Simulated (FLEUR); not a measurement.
# In (R-3m) in FLEUR: notebook, part 2 of 2

FLEUR MaX-R8.1 (later development tree). The steps go on from the part before.

## 3. Equation of state, LDA, 24.83 Å³/atom (volume scaled by 0.94)

Input file inp.xml:

```xml
<?xml version="1.0" encoding="UTF-8" standalone="no"?>
<fleurInput fleurInputVersion="0.39">
   <comment>
      In                                                                                                  
   </comment>
   <calculationSetup>
      <cutoffs Kmax="4.1" Gmax="12.7" GmaxXC="12.7" numbands="0"/>
      <scfLoop itmax="60" minDistance="0.00001" maxIterBroyd="15" imix="Anderson" alpha="0.05" precondParam="0.0" spinf="2.0" sdNocoIR="T"/>
      <coreElectrons ctail="T" frcor="F" kcrel="0" coretail_lmax="0"/>
      <xcFunctional name="vwn" relativisticCorrections="F"/>
      <magnetism jspins="1"/>
      <soc l_soc="F" theta="0.0" phi="0.0" spav="F"/>
      <expertModes spex="0" secvar="F"/>
      <geometryOptimization l_f="F" forcealpha="1.0" forcemix="BFGS" epsdisp="0.00001" epsforce="0.00001"/>
      <ldaU l_linMix="F" mixParam="0.05" spinf="1.0"/>
   </calculationSetup>
   <cell>
      <bzIntegration valenceElectrons="63.0" mode="hist" fermiSmearingEnergy="0.00183747">
         <kPointListSelection listName="default-1"/>
         <!-- k-points included here -->
         <xi:include xmlns:xi="http://www.w3.org/2001/XInclude" href="kpts.xml"> </xi:include>
      </bzIntegration>
      <!-- symmetry operations included here -->
      <xi:include xmlns:xi="http://www.w3.org/2001/XInclude" href="sym.xml"> </xi:include>
      <bulkLattice scale="0.9795861087">
         <bravaisMatrix>
            <row-1>    3.1551563109229988     1.8216303454223248    15.5098577202194203</row-1>
            <row-2>   -3.1551563109229988     1.8216303454223248    15.5098577202194203</row-2>
            <row-3>    0.0000000000000000    -3.6432606908446497    15.5098577202194203</row-3>
         </bravaisMatrix>
      </bulkLattice>
   </cell>
   <atomSpecies>
      <species name="Indium (In)" element="In" atomicNumber="49">
         <mtSphere radius="2.66" gridPoints="879" logIncrement="0.015"/>
         <atomicCutoffs lmax="10" lnonsphr="10"/>
         <electronConfig flipSpins="F">
            <coreConfig>(1s1/2) (2s1/2) (2p1/2) (2p3/2) (3s1/2) (3p1/2) (3p3/2) (3d3/2) (3d5/2)</coreConfig>
            <valenceConfig>(4s1/2) (4p1/2) (4p3/2) (5s1/2) (4d3/2) (4d5/2) (5p1/2) (5p3/2)</valenceConfig>
            <stateOccupation state="(5p1/2)" spinUp="0.166667" spinDown="0.166667"/>
            <stateOccupation state="(5p3/2)" spinUp="0.333333" spinDown="0.333333"/>
         </electronConfig>
         <energyParameters s="5" p="5" d="4" f="4"/>
         <lo type="SCLO" l="0" n="4" eDeriv="0"/>
         <lo type="SCLO" l="1" n="4" eDeriv="0"/>
         <lo type="SCLO" l="1" n="4" eDeriv="1"/>
         <lo type="SCLO" l="2" n="4" eDeriv="2"/>
         <lo type="SCLO" l="3" n="4" eDeriv="2"/>
      </species>
   </atomSpecies>
   <atomGroups>
      <atomGroup species="Indium (In)">
         <relPos label="                   1">.2219877600 .2219877600 .2219877600</relPos>
         <relPos label="                   2">-.2219877600 -.2219877600 -.2219877600</relPos>
         <force calculate="T" relaxXYZ="TTT"/>
      </atomGroup>
      <atomGroup species="Indium (In)">
         <relPos label="                   3">.0000000000 .0000000000 .0000000000</relPos>
         <force calculate="T" relaxXYZ="TTT"/>
      </atomGroup>
   </atomGroups>
   <output dos="F" band="F" slice="F">
      <checks vchk="F" cdinf="F"/>
      <bandDOS minEnergy="-.5*Htr" maxEnergy="0.5*Htr" sigma="0.015" storeEVData="T"/>
      <vacuumDOS vacdos="F" integ="F" star="F" nstars="0" locx1="0.0" locy1="0.0" locx2="0.0" locy2="0.0" nstm="0" tworkf="0.0"/>
      <unfoldingBand unfoldBand="F" supercellX="1" supercellY="1" supercellZ="1"/>
      <plotting iplot="0" polar="F">
         <plot TwoD="T" vec1="  1.0  0.0  0.0" vec2="  0.0  1.0  0.0" vec3="  0.0  0.0  1.0" zero="  0.0  0.0  0.0" file="plot"/>
      </plotting>
      <chargeDensitySlicing numkpt="0" minEigenval="0.0" maxEigenval="0.0" nnne="0" pallst="F"/>
      <specialOutput eonly="F"/>
      <moessbauerParams electricFieldGradient="T" isomerShift="T" coreHyperfine="T" valenceHyperfine="T"/>
      <magneticCircularDichroism mcd="F" energyLo="-10.0" energyUp="0.0"/>
   </output>
  <!-- We include the file relax.xml here to enable relaxations (see documentation) -->
  <xi:include xmlns:xi="http://www.w3.org/2001/XInclude" href="relax.xml"> <xi:fallback/> </xi:include>
</fleurInput>
```

Potentials or basis: all-electron, FLAPW.

The run is started by

```console
$ inpgen -f crystal.txt -profile fastHighL
$ # inp.xml edited to the form shown
$ fleur_MPI
```

The log of the run:

```text
Welcome to FLEUR        (www.flapw.de)
      MaX-Release 8.1          (www.max-centre.eu)

 ========== k-point set info ==========
 Selected k-point list: default-1
 k-point list type: mesh
 9 x 9 x 9
 Number of k points: 85

 ------------Calculation Setup---------------------------
 Number of MPI-tasks      :            1
 Number of PE/node        :            1
 Number of OMP-threads    :            1
 Most efficient MPI parallelization for:
           1           5          17          85
 Additional eigenvalue parallelization possible
 Number of basis functions:          700
 Approximate size of matrices (H+S) per k-point:         0.007 GB
 --------------------------------------------------------
 Iteration:     1   Distance:       4.47508840 me/bohr^3
 Iteration:     2   Distance:       4.13014390 me/bohr^3
 Iteration:     3   Distance:       1.89524945 me/bohr^3
 Iteration:     4   Distance:       0.52556977 me/bohr^3
 Iteration:     5   Distance:       0.23291638 me/bohr^3
 Iteration:     6   Distance:       0.13998227 me/bohr^3
 Iteration:     7   Distance:       0.04382890 me/bohr^3
 Iteration:     8   Distance:       0.03770811 me/bohr^3
 Iteration:     9   Distance:       0.00974046 me/bohr^3
 Iteration:    10   Distance:       0.00065482 me/bohr^3
 Iteration:    11   Distance:       0.00053116 me/bohr^3
 Iteration:    12   Distance:       0.00014889 me/bohr^3
 Iteration:    13   Distance:       0.00002886 me/bohr^3
 Iteration:    14   Distance:       0.00001925 me/bohr^3
 Iteration:    15   Distance:       0.00000133 me/bohr^3

 ********************************************************************
 Run finished successfully
 Stop message:
   all done
 ********************************************************************
```

out.xml (last iteration):

```text
<iteration numberForCurrentRun="   15" overallNumber="   15">
         <energyParameters units="Htr">
            <atomicEP atomType="1" spin="1" branch="5s" branchLowest="-3.96" branchHighest="0.84" value="0.0602979211"/>
            <atomicEP atomType="1" spin="1" branch="5p" branchLowest="-2.44" branchHighest="1.44" value="0.2540964393"/>
            <atomicEP atomType="1" spin="1" branch="4d" branchLowest="-15.47" branchHighest="-0.22" value="-0.2533476118"/>
            <atomicEP atomType="1" spin="1" branch="4f" branchLowest="-9.99" branchHighest="1.91" value="0.5920050151"/>
            <loAtomicEP atomType="1" spin="1" branch="4s" branchLowest="-28.49" branchHighest="-3.96" value="-3.9640789117"/>
            <loAtomicEP atomType="1" spin="1" branch="4p" branchLowest="-23.39" branchHighest="-2.44" value="-2.4493753763"/>
            <loAtomicEP atomType="1" spin="1" branch="4p" branchLowest="-23.39" branchHighest="-2.44" value="-2.4493753763"/>
            <loAtomicEP atomType="1" spin="1" branch="4d" branchLowest="-15.47" branchHighest="-0.22" value="-0.2638836544"/>
            <loAtomicEP atomType="1" spin="1" branch="4f" branchLowest="-9.99" branchHighest="1.91" value="0.5920071015"/>
[... 129 lines left out ...]
            <FockExchangeEnergyValence value="0.0000000000"/>
            <FockExchangeEnergyCore value="0.0000000000"/>
            <atomTypeDependentContributions atomType="1">
               <electronNucleiInteractionDifferentMTs value="14248.8170201820"/>
               <MadelungTerm value="-40.4810785848"/>
            </atomTypeDependentContributions>
            <atomTypeDependentContributions atomType="2">
               <electronNucleiInteractionDifferentMTs value="7124.3909531468"/>
               <MadelungTerm value="-20.2519081563"/>
            </atomTypeDependentContributions>
            <tkbTimesEntropy value="0.0005242771"/>
            <freeEnergy value="-17634.3417799910"/>
            <extrapolationTo0K value="-17634.3415178524"/>
         </totalEnergy>
         <densityConvergence units="me/bohr^3">
            <chargeDensity spin="1" distance="0.0000013259"/>
         </densityConvergence>
      </iteration>
```

It took 4.8 min on 1 thread of Arm Neoverse V2, shared host; peak memory 0.16 GiB.

Results:

```
Free energy                                           : -479854.8854 eV
Band gap on the k mesh                                : none (metal or under the smearing width)
Valence electrons inside the program's atomic spheres : In 19.48 (radii In 2.66 bohr)
```

## 4. Equation of state, LDA, 25.36 Å³/atom (volume scaled by 0.96)

inp.xml, as its differences from that of step 3:

```diff
@@ -24,3 +24,3 @@
       <xi:include xmlns:xi="http://www.w3.org/2001/XInclude" href="sym.xml"> </xi:include>
-      <bulkLattice scale="0.9795861087">
+      <bulkLattice scale="0.9864848297">
          <bravaisMatrix>
```

The run is started by

```console
$ inpgen -f crystal.txt -profile fastHighL
$ # inp.xml edited to the form shown
$ fleur_MPI
```

Run time: 4.9 min. Hardware: 1 thread of Arm Neoverse V2, shared host; peak memory 0.16 GiB.

The run converged. Its results:

```
Free energy                                           : -479854.8784 eV
Band gap on the k mesh                                : none (metal or under the smearing width)
Valence electrons inside the program's atomic spheres : In 19.47 (radii In 2.66 bohr)
```

## 5. Equation of state, LDA, 26.42 Å³/atom

inp.xml, as its differences from that of step 4:

```diff
@@ -24,3 +24,3 @@
       <xi:include xmlns:xi="http://www.w3.org/2001/XInclude" href="sym.xml"> </xi:include>
-      <bulkLattice scale="0.9864848297">
+      <bulkLattice scale="1.0000000000">
          <bravaisMatrix>
```

The run is started by

```console
$ inpgen -f crystal.txt -profile fastHighL
$ # inp.xml edited to the form shown
$ fleur_MPI
```

Wall time 5.3 min (1 thread of Arm Neoverse V2, shared host); peak memory 0.17 GiB.

It converged, with:

```
Free energy                                           : -479854.8393 eV
Band gap on the k mesh                                : none (metal or under the smearing width)
Valence electrons inside the program's atomic spheres : In 19.44 (radii In 2.66 bohr)
```

## 6. Equation of state, LDA, 27.48 Å³/atom (volume scaled by 1.04)

inp.xml, as its differences from that of step 5:

```diff
@@ -24,3 +24,3 @@
       <xi:include xmlns:xi="http://www.w3.org/2001/XInclude" href="sym.xml"> </xi:include>
-      <bulkLattice scale="1.0000000000">
+      <bulkLattice scale="1.0131594038">
          <bravaisMatrix>
```

Potentials or basis: all-electron, FLAPW.

The run is started by

```console
$ inpgen -f crystal.txt -profile fastHighL
$ # inp.xml edited to the form shown
$ fleur_MPI
```

It took 5.3 min on 1 thread of Arm Neoverse V2, shared host; peak memory 0.17 GiB.

It converged, with:

- Free energy: -479854.7731 eV
- Band gap on the k mesh: none (metal or under the smearing width)
- Valence electrons inside the program's atomic spheres: In 19.42, 19.41 (radii In 2.66 bohr)

## 7. Equation of state, LDA, 28.00 Å³/atom (volume scaled by 1.06)

inp.xml, as its differences from that of step 6:

```diff
@@ -24,3 +24,3 @@
       <xi:include xmlns:xi="http://www.w3.org/2001/XInclude" href="sym.xml"> </xi:include>
-      <bulkLattice scale="1.0131594038">
+      <bulkLattice scale="1.0196128224">
          <bravaisMatrix>
```

The run is started by

```console
$ inpgen -f crystal.txt -profile fastHighL
$ # inp.xml edited to the form shown
$ fleur_MPI
```

It took 5.8 min on 1 thread of Arm Neoverse V2, shared host; peak memory 0.17 GiB.

It converged, with:

| Property | Result |
| --- | --- |
| Free energy | -479854.7318 eV |
| Band gap on the k mesh | none (metal or under the smearing width) |
| Valence electrons inside the program's atomic spheres | In 19.40 (radii In 2.66 bohr) |

## 8. Equation of state, LDA

Potentials or basis: all-electron, FLAPW.

No new run: the results of the series are fitted here.

What came out:

| Property | Result |
| --- | --- |
| Equilibrium volume | 24.72 Å³/atom (rough: see the caveat) |
| Bulk modulus at fixed shape and positions | 48 GPa (rough) |

Energy against volume, from the lowest point:
```
volume (Å³/atom)  energy (meV/atom)
          24.834               0.00
          25.363               2.32
          26.419              15.36
          27.476              37.43
          28.005              51.18
```

Caveat: the minimum lies outside the volumes run; the cell was scaled at fixed shape and fractional positions, which overstates the stiffness of a crystal with free parameters, most of all of layers and chains.
